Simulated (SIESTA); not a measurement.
Crystal: YN.

```
Y N
1.0
     0.00000    2.43850    2.43850
     2.43850    0.00000    2.43850
     2.43850    2.43850    0.00000
Y N
1 1
Cartesian
  0.0000 0.0000 0.0000
  2.4385 2.4385 2.4385
```

Base run:

- Program: SIESTA 5.4.2
- Functional: PBE
- Potentials or basis: PseudoDojo 0.4 standard (PBE files)
- Basis: SZP (energy shift 0.003 Ry)
- Grid cutoff: 800 Ry
- Energy shift: 0.003 Ry
- k mesh: 9 × 9 × 9
- Occupations: fermi-dirac, width 0.05 eV
- Spin: no spin polarisation

Its results: band gap on the k mesh none (metal or under the smearing width); pressure 5.0 GPa.

**Question.** After a change of settings the same cell gave: band gap on the k mesh none (metal or under the smearing width); pressure -0.6 GPa. Which change was it?
A. basis from SZP (energy shift 0.003 Ry) to TZDP (energy shift 0.003 Ry; two zetas on semicore shells)
B. basis from SZP (energy shift 0.003 Ry) to DZP (energy shift 0.003 Ry; two zetas on semicore shells)
C. basis from SZP (energy shift 0.003 Ry) to TZP (energy shift 0.003 Ry; two zetas on semicore shells)
D. basis from SZP (energy shift 0.003 Ry) to SZ (energy shift 0.003 Ry)

**Answer.** D.

Caveats: the basis of atomic orbitals isn't converged, which shifts pressures, moduli and gaps; the basis has no polarisation orbitals (some runs).
